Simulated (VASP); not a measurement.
# Te2Mo (P6_3/mmc) in VASP: a series of runs

One crystal, Te2Mo, is run at these levels: LDA, optB88-vdW; tasks: relaxation of the atoms.

Everything below comes from runs of VASP 6.6.1. Logs are shortened: lines on timing, memory, paths and dates and some standing lists are left out, and cuts for length are marked.

## (1) The structure

Symmetry: P6_3/mmc, No. 194, hexagonal system. The conventional cell has a = 3.518 Å, b = 3.518 Å, c = 14.435 Å, α = 90.00°, β = 90.00°, γ = 120.00°. Te (site symmetry 3m) has 3 Mo at 2.72 Å as nearest neighbours. Mo (site symmetry -6m2) has 6 Te at 2.72 Å as nearest neighbours.

## (2) Relaxation of the atoms, LDA

INCAR

```
SYSTEM = Te2Mo
  PREC = Accurate
  ENCUT = 520
  EDIFF = 1E-6
  ISMEAR = 0
  SIGMA = 0.05
  LREAL = .FALSE.
  LASPH = .TRUE.
  NELM = 80
  ALGO = Normal
  ISIF = 2
  LWAVE = .FALSE.
  LCHARG = .FALSE.
  IBRION = 2
  NSW = 60
  EDIFFG = -0.01
  KPAR = 2
```

KPOINTS

```
Automatic mesh
0
G
  10 10 3
  0 0 0
```

POSCAR

```
Te2Mo
1.0
    3.5182000000      0.0000000000      0.0000000000
   -1.7591000000      3.0468505800      0.0000000000
    0.0000000000      0.0000000000     14.4347288000
Te Mo
4 2
Direct
    0.3333333300      0.6666666700      0.6251210100
    0.6666666700      0.3333333300      0.1251210100
    0.3333333300      0.6666666700      0.8748789900
    0.6666666700      0.3333333300      0.3748789900
    0.3333333300      0.6666666700      0.2500000000
    0.6666666700      0.3333333300      0.7500000000
```

Potentials or basis: VASP PAW LDA potentials, release 64 (Te, Mo_sv).

Launch:

```bash
cat potpaw_LDA.64/Te/POTCAR potpaw_LDA.64/Mo_sv/POTCAR > POTCAR
mpirun -np 2 vasp_std > vasp.out
```

OUTCAR:

```text
SYSTEM = Te2Mo
   PREC = Accurate
   ENCUT = 520
   EDIFF = 1E-6
   ISMEAR = 0
   LREAL = .FALSE.
   LASPH = .TRUE.
   NELM = 80
   ISIF = 2
   IBRION = 2
   NSW = 60
   EDIFFG = -0.01

 ion  position               nearest neighbor table
   1  0.333  0.667  0.625-   6 2.72   6 2.72   6 2.72   3 3.61
   2  0.667  0.333  0.125-   5 2.72   5 2.72   5 2.72   4 3.61
   3  0.333  0.667  0.875-   6 2.72   6 2.72   6 2.72   1 3.61
   4  0.667  0.333  0.375-   5 2.72   5 2.72   5 2.72   2 3.61
   5  0.333  0.667  0.250-   2 2.72   4 2.72   2 2.72   4 2.72   2 2.72   4 2.72
   6  0.667  0.333  0.750-   1 2.72   3 2.72   1 2.72   3 2.72   1 2.72   3 2.72

  LATTYP: Found a hexagonal cell.
 ALAT       =     3.5182000000
 C/A-ratio  =     4.1028732875

  Lattice vectors:

 A1 = (   3.5182000000,   0.0000000000,   0.0000000000)
 A2 = (  -1.7591000000,   3.0468505800,   0.0000000000)
 A3 = (   0.0000000000,   0.0000000000,  14.4347288000)

Analysis of symmetry for initial positions (statically):
=====================================================================
 Subroutine PRICEL returns:
 Original cell was already a primitive cell.

 Routine SETGRP: Setting up the symmetry group for a
 hexagonal supercell.

 Subroutine GETGRP returns: Found 24 space group operations
 (whereof 12 operations were pure point group operations)
 out of a pool of 24 trial point group operations.

The static configuration has the point symmetry D_3d.
 The point group associated with its full space group is D_6h.

Analysis of symmetry for dynamics (positions and initial velocities):
=====================================================================
 Subroutine PRICEL returns:
 Original cell was already a primitive cell.

 Routine SETGRP: Setting up the symmetry group for a
 hexagonal supercell.

 Subroutine GETGRP returns: Found 24 space group operations
 (whereof 12 operations were pure point group operations)
 out of a pool of 24 trial point group operations.

The dynamic configuration has the point symmetry D_3d.
 The point group associated with its full space group is D_6h.

 Subroutine INISYM returns: Found 24 space group operations
 (whereof 12 operations are pure point group operations),
 and found     1 'primitive' translations

----------------------------------------------------------------------------------------

                                     Primitive cell

  volume of cell :     154.7321

  direct lattice vectors                    reciprocal lattice vectors
     3.518200000  0.000000000  0.000000000     0.284236257  0.164103879  0.000000000
    -1.759100000  3.046850580  0.000000000     0.000000000  0.328207759  0.000000000
     0.000000000  0.000000000 14.434728800     0.000000000  0.000000000  0.069277367

  length of vectors
     3.518200000  3.518200004 14.434728800     0.328207759  0.328207759  0.069277367

  position of ions in fractional coordinates (direct lattice)
     0.333333330  0.666666670  0.625121010
     0.666666670  0.333333330  0.125121010
     0.333333330  0.666666670  0.874878990
     0.666666670  0.333333330  0.374878990
     0.333333330  0.666666670  0.250000000
     0.666666670  0.333333330  0.750000000

  ion indices of the primitive-cell ions
   primitive index   ion index
                 1           1
                 2           2
                 3           3
                 4           4
                 5           5
                 6           6

----------------------------------------------------------------------------------------

 KPOINTS: Automatic mesh

Automatic generation of k-mesh.
 Grid dimensions read from file:
 generate k-points for:   10   10    3

 Generating k-lattice:

  Cartesian coordinates                     Fractional coordinates (reciprocal lattice)
     0.028423626  0.016410388  0.000000000     0.100000000  0.000000000  0.000000000
     0.000000000  0.032820776  0.000000000     0.000000000  0.100000000  0.000000000
     0.000000000  0.000000000  0.023092456     0.000000000  0.000000000  0.333333333

  Length of vectors
     0.032820776  0.032820776  0.023092456

  Shift w.r.t. Gamma in fractional coordinates (k-lattice)
     0.000000000  0.000000000  0.000000000

 Subroutine IBZKPT returns following result:
 ===========================================

 Found     28 irreducible k-points:

 Following reciprocal coordinates:
            Coordinates               Weight
  0.000000  0.000000  0.000000      1.000000
  0.100000  0.000000  0.000000      6.000000
  0.200000  0.000000  0.000000      6.000000
  0.300000  0.000000  0.000000      6.000000
  0.400000  0.000000  0.000000      6.000000
  0.500000  0.000000  0.000000      3.000000
[... 16 lines left out ...]
  0.300000  0.100000  0.333333     24.000000
  0.400000  0.100000  0.333333     24.000000
 [... further k-points ...]
   k-points           NKPTS =     28   k-points in BZ     NKDIM =     28   number of bands    NBANDS=     31
   number of dos      NEDOS =    301   number of ions     NIONS =      6
   total plane-waves  NPLWV =  84672
   dimension x,y,z NGX =    28 NGY =   28 NGZ =  108
   dimension x,y,z NGXF=    56 NGYF=   56 NGZF=  216
   ions per type =               4   2
   NGX,Y,Z   is equivalent  to a cutoff of  13.23, 13.23, 12.44 a.u.
   NGXF,Y,Z  is equivalent  to a cutoff of  26.46, 26.46, 24.88 a.u.
 SYSTEM =  Te2Mo
   PREC   = accura    normal or accurate (medium, high low for compatibility)
   ISTART =      0    job   : 0-new  1-cont  2-samecut
   ICHARG =      2    charge: 1-file 2-atom 10-const
   ISPIN  =      1    spin polarized calculation?
   LNONCOLLINEAR =      F non collinear calculations
   LSORBIT =      F    spin-orbit coupling
   LASPH  =      T    aspherical Exc in radial PAW
   ENCUT  =  520.0 eV  38.22 Ry    6.18 a.u.   6.54  6.54 26.84*2*pi/ulx,y,z
   NELM   =     80;   NELMIN=  2; NELMDL= -5     # of ELM steps
   EDIFF  = 0.1E-05   stopping-criterion for ELM
   LREAL  =      F    real-space projection
   EDIFFG = -.1E-01   stopping-criterion for IOM
   NSW    =     60    number of steps for IOM
   IBRION =      2    ionic relax: 0-MD 1-quasi-New 2-CG
   NFREE  =      1    steps in history (QN), initial steepest desc. (CG)
   ISIF   =      2    stress and relaxation
   ISYM   =      2    0-nonsym 1-usesym 2-fastsym
   POTIM  = 0.5000    time-step for ionic-motion
   TEBEG  =    0.0;   TEEND  =   0.0 temperature during run
   PSTRESS=    0.0 pullay stress
   NELECT =      52.0000    total number of electrons
   NUPDOWN=      -1.0000    fix difference up-down
   EMIN   =  10.00;   EMAX   =-10.00  energy-range for DOS
   EFERMI =   0.00;   METHOD = LEGACY
   ISMEAR =     0;   SIGMA  =   0.05  broadening in eV -4-tet -1-fermi 0-gaus
   EFERMI_NEDOS =   21; number of points for ismear=-14 and -15
   IALGO  =     38    algorithm
   IMIX   =      4    mixing-type and parameters
     AMIX     =   0.40;   BMIX     =  1.00
     AMIX_MAG =   1.60;   BMIX_MAG =  1.00
  volume/ion in A,a.u.               =      25.79       174.03
  Fermi-wavevector in a.u.,A,eV,Ry     =   1.138193  2.150873 17.626115  1.295483
  Thomas-Fermi vector in A             =   2.274897
   LORBIT       =      0    0 simple, 1 ext, 2 COOP (PROOUT), +10 PAW based schemes
   GGA     = CA    functional components
   LHFCALC =     F    Hartree Fock is set to
   AEXX    =    0.0000 exact exchange contribution
   IVDW    =     0    specifies the selected vdW correction
   LEPSILON=     F    determine dielectric tensor
   LRPA    =     F    only Hartree local field effects (RPA)
 conjugate gradient relaxation of ions
 non-spin polarized calculation
 Gauss-broadening in eV      SIGMA  =   0.05
  energy-cutoff  :      520.00
  volume of cell :      154.73
 maximum number of plane-waves:      4236
 NGX is ok and might be reduce to    28
   NGX = 13   NGY = 13   NGZ = 53

--------------------------------------- Ionic step        1  -------------------------------------------

 number of electron      52.0000008 magnetization

 Free energy of the ion-electron system (eV)
  ---------------------------------------------------
  ext. energy  EPLUGINS =         0.00000000
  ---------------------------------------------------
  free energy    TOTEN  =       -41.18815770 eV

  energy without entropy =      -41.18815770  energy(sigma->0) =      -41.18815770

------------------------ aborting loop because EDIFF is reached ----------------------------------------

  FORCE on cell =-STRESS in cart. coord.  units (eV):
  Direction    XX          YY          ZZ          XY          YZ          ZX
  --------------------------------------------------------------------------------------
  -------------------------------------------------------------------------------------
  Total       -2.8157083     -2.8157084     -3.0075409      0.0000000      0.0000000      0.0000000
  in kB      -29.1553287    -29.1553287    -31.1416641      0.0000000      0.0000000      0.0000000
  external PRESSURE =     -29.8174405 kB  Pullay stress =       0.0000000 kB
[... 65 lines left out ...]
  energy  without entropy=      -41.1938115373  energy(sigma->0) =      -41.19381154

--------------------------------------- Ionic step        3  -------------------------------------------

 number of electron      52.0000005 magnetization

 Free energy of the ion-electron system (eV)
  ---------------------------------------------------
  ext. energy  EPLUGINS =         0.00000000
  ---------------------------------------------------
  free energy    TOTEN  =       -41.19452646 eV

  energy without entropy =      -41.19452646  energy(sigma->0) =      -41.19452646

 E-fermi :   7.7552     XC(G=0): -10.4395

 val. band max:        7.4872367877   @ k =   0.0000   0.0000   0.0000
 cond. band min:       8.3395825154   @ k =   0.2000   0.2000   0.0000
 fundamental gap:      0.8523457278
 Fermi energy:         7.7552021429

 k-point     1 :       0.0000    0.0000    0.0000
  band No.  band energies     occupation
      1     -52.8816      2.00000
      2     -52.8816      2.00000
      3     -27.2439      2.00000
      4     -27.2439      2.00000
      5     -27.1091      2.00000
      6     -27.1091      2.00000
[... 805 lines left out ...]
     30       9.2535      0.00000
     31      10.2385      0.00000

 [... further k-points ...]

------------------------ aborting loop because EDIFF is reached ----------------------------------------

  FORCE on cell =-STRESS in cart. coord.  units (eV):
  Direction    XX          YY          ZZ          XY          YZ          ZX
  --------------------------------------------------------------------------------------
  -------------------------------------------------------------------------------------
  Total       -2.2474118     -2.2474118     -1.4742156     -0.0000000     -0.0000000      0.0000000
  in kB      -23.2708861    -23.2708862    -15.2648059     -0.0000000     -0.0000000      0.0000000
  external PRESSURE =     -20.6021927 kB  Pullay stress =       0.0000000 kB
[... 21 lines left out ...]
  FREE ENERGIE OF THE ION-ELECTRON SYSTEM (eV)
  ---------------------------------------------------
  free  energy   TOTEN  =       -41.1945264567 eV

  energy  without entropy=      -41.1945264567  energy(sigma->0) =      -41.19452646

 reached required accuracy - stopping structural energy minimisation
```

Wall time 2.2 min (2 MPI ranks of Intel Xeon Platinum 8259CL at 2.50GHz (Skylake/Cascade Lake), shared host); peak memory 0.29 GiB.

What came out:

| Quantity | Value |
| --- | --- |
| Free energy | -41.1945 eV |
| Energy gained by relaxing | 1.1 meV/atom |
| Ionic steps | 3 |
| Pressure after relaxing | -2.1 GPa |
| Band gap on the k mesh | 0.85 eV, indirect (least direct gap 1.18 eV) |

Stress tensor (GPa, compression positive):
```
-2.33  0.00  0.00
 0.00 -2.33  0.00
 0.00  0.00 -1.53
```

The path:
```tsv
step	energy change (eV)	largest force (eV/Å)	pressure (GPa)
1	0.0000	0.2091	-2.98
2	-0.0057	0.0712	-2.37
3	-0.0064	0.0016	-2.06
```

Final structure:
```
CELL_PARAMETERS angstrom
3.51820 0.00000 0.00000
-1.75910 3.04685 0.00000
0.00000 0.00000 14.43473
ATOMIC_POSITIONS crystal
Te 0.33333 0.66667 0.62618
Te 0.66667 0.33333 0.12618
Te 0.33333 0.66667 0.87382
Te 0.66667 0.33333 0.37382
Mo 0.33333 0.66667 0.25000
Mo 0.66667 0.33333 0.75000
```

Caveat: spin-orbit coupling is left out, which moves the levels of the heavy elements; an odd mesh through Γ misses points on the zone boundary, where band edges often lie.

## (3) Relaxation of the atoms, optB88-vdW

INCAR

```
AGGAC = 0.0
ALGO = Fast
EDIFF = 1E-6
EDIFFG = -0.01
ENCUT = 520
GGA = BO
IBRION = 2
ISIF = 2
ISMEAR = 0
KPAR = 2
LASPH = T
LCHARG = F
LREAL = F
LUSE_VDW = T
LWAVE = F
NELM = 80
NSW = 60
PARAM1 = 0.1833333333
PARAM2 = 0.22
PREC = Accurate
SIGMA = 0.05
```

KPOINTS

```
k-points
0
Gamma
  10 10 3
```

POSCAR is that of step 2.

Potentials or basis: VASP PAW PBE potentials, release 64 (Te, Mo_sv).

Launch:

```bash
cat potpaw_PBE.64/Te/POTCAR potpaw_PBE.64/Mo_sv/POTCAR > POTCAR
mpirun -np 2 vasp_std > vasp.out
```

Run time: 8.4 min. Hardware: 2 MPI ranks of Intel Xeon Platinum 8488C (Sapphire Rapids), shared host; peak memory 0.76 GiB.

It converged, with:

* Free energy: -21.8416 eV
* Energy gained by relaxing: 4.8 meV/atom
* Ionic steps: 3
* Pressure after relaxing: 1.4 GPa
* Band gap on the k mesh: 0.84 eV, indirect (least direct gap 1.18 eV)

Stress tensor (GPa, compression positive):
```
 2.23  0.00  0.00
 0.00  2.23  0.00
 0.00  0.00 -0.17
```

The path:
| step | energy change (eV) | largest force (eV/Å) | pressure (GPa) |
| --- | --- | --- | --- |
| 1 | 0.0000 | 0.4525 | 3.24 |
| 2 | -0.0259 | 0.1426 | 1.99 |
| 3 | -0.0288 | 0.0005 | 1.43 |

Final structure:
```
Te Mo
1.0
     3.51820    0.00000    0.00000
    -1.75910    3.04685    0.00000
     0.00000    0.00000   14.43473
Te Mo
4 2
Direct
  0.33333 0.66667 0.62289
  0.66667 0.33333 0.12289
  0.33333 0.66667 0.87711
  0.66667 0.33333 0.37711
  0.33333 0.66667 0.25000
  0.66667 0.33333 0.75000
```

Levels at points of the mesh, in eV from the valence-band top:
```csv
k point,band 23,band 24,band 25,band 26,band 27,band 28,band 29,band 30
"(0.00, 0.00, 0.00)",-0.78,-0.78,-0.51,-0.01,3.03,3.03,3.13,3.13
"(0.50, 0.00, 0.00)",-0.76,-0.76,-0.34,-0.12,1.43,1.47,1.59,1.89
```

Caveat: the PAW data sets were made with another functional, which shifts forces and pressure a little; spin-orbit coupling is left out, which moves the levels of the heavy elements; an odd mesh through Γ misses points on the zone boundary, where band edges often lie.

## (4) How close it comes

Step 2. The gap isn't set beside the deposited one, since this odd mesh misses points on the zone boundary.

Step 3. The gap isn't set beside the deposited one, since this odd mesh misses points on the zone boundary.
